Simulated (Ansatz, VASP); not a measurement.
# One calculation of SiGe5, two programs

File INCAR:

```
PREC = Accurate ; ENCUT = 520
EDIFF = 1E-6 ; ISMEAR = 0
SIGMA = 0.1 ; LREAL = False
LASPH = True ; NELM = 60
ALGO = Normal ; ISIF = 2
LWAVE = False ; LCHARG = False
GGA = PE ; NBANDS = 46
```

KPOINTS

```
Automatic mesh
0
Gamma
  4 4 4
```

POSCAR

```
SiGe5
1.0
    0.0000000000      3.8574571100      3.8574571100
    3.8574571100      0.0000000000      3.8574571100
    3.8574571100      3.8574571100      0.0000000000
Si Ge
1 5
Direct
    0.2500000000      0.2500000000      0.2500000000
    0.9119367300      0.9119367300      0.9119367300
    0.9119367300      0.9119367300      0.2641898200
    0.9119367300      0.2641898200      0.9119367300
    0.2641898200      0.9119367300      0.9119367300
    0.7500000000      0.7500000000      0.7500000000
```

Input for Ansatz:

```yaml
crystal:
  lattice:
    - [0.0, 3.85745711, 3.85745711]
    - [3.85745711, 0.0, 3.85745711]
    - [3.85745711, 3.85745711, 0.0]
  atoms:
    - { symbol: Si, position: [0.25, 0.25, 0.25] }
    - { symbol: Ge, position: [0.91193673, 0.91193673, 0.91193673] }
    - { symbol: Ge, position: [0.91193673, 0.91193673, 0.26418982] }
    - { symbol: Ge, position: [0.91193673, 0.26418982, 0.91193673] }
    - { symbol: Ge, position: [0.26418982, 0.91193673, 0.91193673] }
    - { symbol: Ge, position: [0.75, 0.75, 0.75] }
basis:
  ecutwfc: 420
kpoints:
  mp_grid: { grid: [4, 4, 4] }
hamiltonian:
  xc: pbe
scf:
  occupations: { method: gaussian, width: 0.1 }
  lower_state_search: "off"
output:
  forces: true
  stress: true
  eigenvalues: true
```

Alike in both runs: task single point; functional PBE; k mesh 4 × 4 × 4; occupations gaussian, width 0.1 eV; no spin polarisation.

|  | VASP | Ansatz |
| --- | --- | --- |
| version | VASP 6.6.1 | Ansatz 0.2.0 |
| potentials or method | VASP PAW PBE potentials, release 64 (Si, Ge_d) | scalar-relativistic, plane waves, PAW |
| plane-wave cutoff (eV) | 520 | 420 |
| valence electrons in the cell | 74 | 74 |

```tsv
	VASP	Ansatz	Ansatz less VASP
gap on the k mesh at the Fermi level (eV)	none	none	-
rms of the force components (eV/Å)	12.362	11.679	-0.6836
```

Atom by atom the forces differ by 0.684 eV/Å (rms over components). A gap of «none» marks a metal or a gap that the smearing closes. The functional is the same, so the differences come from potentials, cutoffs and numerics.

Caveats: forces of over 1 eV/Å show positions far from the minimum, so gaps and moduli don't describe the material at rest.
